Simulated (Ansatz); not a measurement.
# PbSe (Clausthalite): the cost of one run

Computed with Ansatz 0.2.0 (DFT PBE, scalar-relativistic, plane waves, PAW, unless a step's input says otherwise).

## Step 1: The structure to begin with

Symmetry: Fm-3m, No. 225, cubic system. The conventional cell has a = 6.218 Å, b = 6.218 Å, c = 6.218 Å, α = 90.00°, β = 90.00°, γ = 90.00°. Around Pb (site symmetry m-3m) lie 6 Se at 3.11 Å. Se (site symmetry m-3m) is surrounded by 6 Pb at 3.11 Å.

As a file:

```
Pb Se
1.0
     0.00000    3.10894    3.10894
     3.10894    0.00000    3.10894
     3.10894    3.10894    0.00000
Pb Se
1 1
Direct
  0.00000 0.00000 0.00000
  0.50000 0.50000 0.50000
```

This cell was relaxed beforehand with the same method: volume 30.05 Å³/atom, gap on the mesh 0.43 eV.

## Step 2: The cell scaled to 0.97 of its volume

input.yaml

```yaml
crystal:
  lattice:
    - [0.0, 3.0775381749, 3.0775381749]
    - [3.0775381749, 0.0, 3.0775381749]
    - [3.0775381749, 3.0775381749, 0.0]
  atoms:
    - { symbol: Pb, position: [0.0, 0.0, 0.0] }
    - { symbol: Se, position: [0.5, 0.5, 0.5] }
basis:
  ecutwfc: 420
kpoints:
  mp_grid: { grid: [10, 10, 10] }
hamiltonian:
  xc: pbe
scf:
  occupations: { method: gaussian, width: 0.01 }
output:
  forces: true
  stress: true
  eigenvalues: true
```

Run with:

```sh
ansatz run input.yaml --threads 1 --pin off --max-ram 2560MiB --backend cpu --events-out ev --progress --plain --runs-dir out
```

Q: Estimate wall time and peak memory on 1 thread of Intel Xeon at 2.70GHz, shared host.

About 2.8 s, with a peak of 0.38 GiB.
